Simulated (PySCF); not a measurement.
**One molecule, a ladder of functionals, a line**

Molecule: SMILES C(CO)O, C2H6O2.

Structure with atom numbers: `[OH:1][CH2:2][CH2:3][OH:4]` (H(Xn): hydrogen on atom n).

GIAO shieldings (ppm, equivalent atoms averaged) in PySCF on the PBE0-D3(BJ)/def2-SVP geometry, basis pcSseg-2, gas phase, non-relativistic:

```tsv
functional	exact exchange (%)	σ(O1/O4)	σ(C2/C3)
BLYP	0	296.2	103.5
BP86	0	301.8	109.1
PBE	0	301.5	109.1
B3LYP	20	304.7	110.1
PBE0	25	311.0	116.7
BHandHLYP	50	314.2	118.4
HF	100	325.8	130.6
```

Question: Fit each shielding as a line in the percentage of exact exchange.

Answer: σ(O1/O4) = 300.6 + 0.26 x (rms 2.4 ppm); σ(C2/C3) = 107.4 + 0.23 x (rms 2.3 ppm). The functionals also differ in their semilocal parts, which the line can't hold; Hartree–Fock has no correlation at all.

Question: What does the line predict for mPW1PW91 (25 %), and what does the run give?

Answer: σ(O1/O4): 307.1 predicted, 310.4 computed; σ(C2/C3): 113.2 predicted, 116.1 computed ppm.
